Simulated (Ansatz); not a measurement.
**Epitaxial strain in HfO₂: moduli and critical thickness**

All numbers below come from DFT PBE, scalar-relativistic, plane waves, PAW in Ansatz. (420 eV cutoff, 6×6×8 k-mesh, Gaussian smearing of 0.02 eV, no spin polarisation)

Reference structure (relaxed):

```yaml
crystal:
  lattice:
    - [4.88037, 0.00000, 0.00000]
    - [0.00000, 4.88037, 0.00000]
    - [0.00000, 0.00000, 3.23768]
  atoms:
    - { symbol: Hf, position: [0.00000, 0.00000, 0.00000] }
    - { symbol: Hf, position: [0.50000, 0.50000, 0.50000] }
    - { symbol: O, position: [0.19482, 0.80518, 0.50000] }
    - { symbol: O, position: [0.30518, 0.30518, 0.00000] }
    - { symbol: O, position: [0.69482, 0.69482, 0.00000] }
    - { symbol: O, position: [0.80518, 0.19482, 0.50000] }
```

The a-b plane is strained alike in both directions, as on a substrate, while c and the atoms relax within the symmetry that the strain leaves. Stress is positive in compression; energies are free energies at the smearing used, per atom.

Spin–orbit coupling is left out, which can shift energies with elements as heavy as these.

```csv
strain (%),c (Å),σ in plane (GPa),ΔE (meV/atom)
-6.0,3.3867,24.09,110.49
-4.0,3.3308,15.50,48.09
-2.0,3.2811,7.45,11.78
+0.0,3.2377,0.02,0.00
+2.0,3.2005,-6.61,10.87
+4.0,3.1695,-12.21,41.82
+6.0,3.1442,-16.58,89.45
```

Task: Get the biaxial modulus twice, from the stresses and from the energies of the innermost pair.

Result: From stress: M = −Δσ/Δε = (7.45 − (-6.61)) / 0.040 = 351 GPa. Two in-plane directions each store σε/2, so the energy density is Mε²: M = (mean ΔE)/(V ε²) = 11.32 meV / (12.853 Å³ × 0.020²) × 0.16022 GPa Å³/meV = 353 GPa. The two agree.

Task: How well does Mε², with M from the stresses, predict the outermost points?

Result: 101.5 meV predicted against 110.5 computed at -6.0 %; 101.5 meV predicted against 89.4 computed at +6.0 %. Compression costs more than stretching, the usual sign of bonds that stiffen as they shorten.

Task: How does c respond, and up to what thickness can a film with 1 % or 2 % misfit stay coherent on a thick substrate?

Result: c answers with ε_c = −0.62 ε. In an isotropic solid that ratio is 2ν/(1 − ν), so ν = r/(2 + r) = 0.24. A film of thickness h stores Mε²h per area, 35.1 mJ/m² per nm at 1 %. The Matthews–Blakeslee balance for pure edge misfit dislocations, h = b/(8πf(1 + ν)) × (ln(h/b) + 1), with b taken as the in-plane vector a = 4.88 Å, solved by iteration, gives 5.3 nm at f = 1 % and 1.8 nm at 2 %. This is an isotropic estimate in which the moduli cancel; the real Burgers vector, glide system, anisotropy and slow kinetics can shift it by a factor of a few, mostly upward.

This rutile-type form isn't the usual stable structure of the compound.